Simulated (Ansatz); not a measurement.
Two G0W0 runs on SnTe (puckered layers in the stacking of the orthorhombic crystal).

The cell holds 12 atoms: 6 Sn and 6 Te. Cell: a = 4.652 Å, b = 4.501 Å, c = 53.500 Å, α = 90.0°, β = 90.0°, γ = 90.0°. Regions: layer 1, 4 atoms (2 Sn and 2 Te); layer 2, 4 atoms (2 Sn and 2 Te); layer 3, 4 atoms (2 Sn and 2 Te). Vacuum lies along c.

```xyz
12
Lattice="4.6517 0.0000 0.0000 0.0000 4.5013 0.0000 0.0000 0.0000 53.5000" Properties=species:S:1:pos:R:3
Sn    0.3696    1.1253   19.1868
Sn    2.6935    3.3759   22.1770
Te    2.4214    3.3759   19.2328
Te    0.0866    1.1253   22.1036
Sn    4.2982    3.3759   28.3162
Sn    1.9724    1.1253   25.1838
Te    2.2715    1.1253   28.1204
Te    4.5974    3.3759   25.3796
Sn    0.3677    1.1253   31.3230
Sn    2.6954    3.3759   34.3132
Te    2.4124    3.3759   31.3964
Te    0.0955    1.1253   34.2672
```

The structure was relaxed with PBE-D3(BJ). The runs that relaxed it are not among those shown. Spin-orbit coupling is left out unless a run names it.

The first (Ansatz 0.2.0; start PBE, 4×4×1 mesh, 1489 empty bands, screening to 70 eV, PAW set soft_1 files; 1 × NVIDIA H100 80GB HBM3 (shared by 6 runs) with 3 threads of AMD EPYC 7R13 (Zen 3), shared host) gave, on its mesh: starting gap 0.96 eV, G0W0 gap 1.02 eV, mean of 1 + 4πα/V (set by the cell height) 6.43, 20 min.

The second gave: starting gap 0.96 eV, G0W0 gap 0.94 eV, mean of 1 + 4πα/V (set by the cell height) 6.56, 60 s.

Q: What was changed in the input? Choose among start, files, mesh, bands and cutoff, frequency model or another key.

Changed: empty bands from 1489 to 595 and screening cutoff (eV) from 70.0 to 38. The starting gap stayed, which rules out the functional and points to the GW step. Other changes could give like numbers; this is the one that was made.

Limits: not at the basis limit; coarse mesh for a sheet; no spin-orbit coupling.

[Paths, hosts, dates, memory and timing lines, banners, echoed tables and standing remarks are left out of the program output.]

[Logs are printed without paths, hosts, clocks, repeated set-up lines and the standing remarks that a program may print on its own settings, such as how far it seeks lower states.]

[Runs of the session that timed out or met a known fault of the program may be left out.]

[Cells called generated may have been cut or substituted from an entry of the Crystallography Open Database or the Materials Project.]

[Hosts, paths, dates, database ids (printed as entryN), source tags and the programs' standing remarks are cut or masked in the printed files.]
